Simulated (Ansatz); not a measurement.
# AlN: the cost of one run

Method: DFT PBE, scalar-relativistic, in Ansatz 0.2.0.

## (1) The structure to begin with

Symmetry: P6_3mc, No. 186, hexagonal system. Conventional cell: a = 3.111 Å, b = 3.111 Å, c = 4.978 Å, α = 90.00°, β = 90.00°, γ = 120.00°. Al (site symmetry 3m) has 4 N at 1.89 to 1.92 Å as nearest neighbours. Around N (site symmetry 3m) lie 4 Al at 1.89 to 1.92 Å.

Structure file:

```cif
data_structure
_symmetry_space_group_name_H-M 'P6_3mc'
_symmetry_Int_Tables_number 186
_cell_length_a 3.1110
_cell_length_b 3.1110
_cell_length_c 4.9780
_cell_angle_alpha 90.000
_cell_angle_beta 90.000
_cell_angle_gamma 120.000
_cell_volume 41.72
loop_
_atom_site_label
_atom_site_type_symbol
_atom_site_symmetry_multiplicity
_atom_site_Wyckoff_symbol
_atom_site_fract_x
_atom_site_fract_y
_atom_site_fract_z
_atom_site_occupancy
Al1 Al 2 b 0.33333 0.66667 0.00000 1
N1 N 2 b 0.33333 0.66667 0.38500 1
```

The file gives the conventional cell by its symmetry; the runs use the cell typed in the input.

Atoms are numbered in the order of the input: Al1, Al2, N3, N4.

## (2) The deformed structure

Space group P6_3mc before, P6_3mc after.

## (3) All-electron LAPW

File input.yaml:

```yaml
crystal:
  lattice:
    - [3.1110021516, 0.0, 0.0]
    - [-1.5555010758, 2.6942068945, 0.0]
    - [0.0, 0.0, 4.92822]
  atoms:
    - { symbol: Al, position: [0.3333333333, 0.6666666667, 0.0] }
    - { symbol: Al, position: [0.6666666667, 0.3333333333, 0.5] }
    - { symbol: "N", position: [0.3333333333, 0.6666666667, 0.385] }
    - { symbol: "N", position: [0.6666666667, 0.3333333333, 0.885] }
kpoints:
  mp_grid: { grid: [11, 11, 6] }
  band_path:
    path:
      - [0.0, 0.0, 0.0]
      - [0.5, 0.0, 0.0]
      - [0.3333333333, 0.3333333333, 0.0]
      - [0.0, 0.0, 0.0]
      - [0.0, 0.0, 0.5]
      - [0.5, 0.0, 0.5]
      - [0.3333333333, 0.3333333333, 0.5]
      - [0.0, 0.0, 0.5]
      - [0.5, 0.0, 0.5]
    npoints: 5
scf:
  occupations: { method: fermi_dirac, width: 0.02 }
hamiltonian:
  xc: pbe
  pseudopotentials: { kind: all_electron, lapw: { basis_error: 0.001 } }
output:
  forces: true
  stress: true
  eigenvalues: true
```

Run with:

```sh
$ ansatz run input.yaml --threads 1 --pin off --max-ram 4096MiB --backend cpu --events-out ev --progress --plain --runs-dir out
```

**Question.** How long does this run take on 1 thread of Intel Xeon 6975P-C (Granite Rapids), shared host, and how much memory does it need?

About 21 s, with a peak of 0.42 GiB.
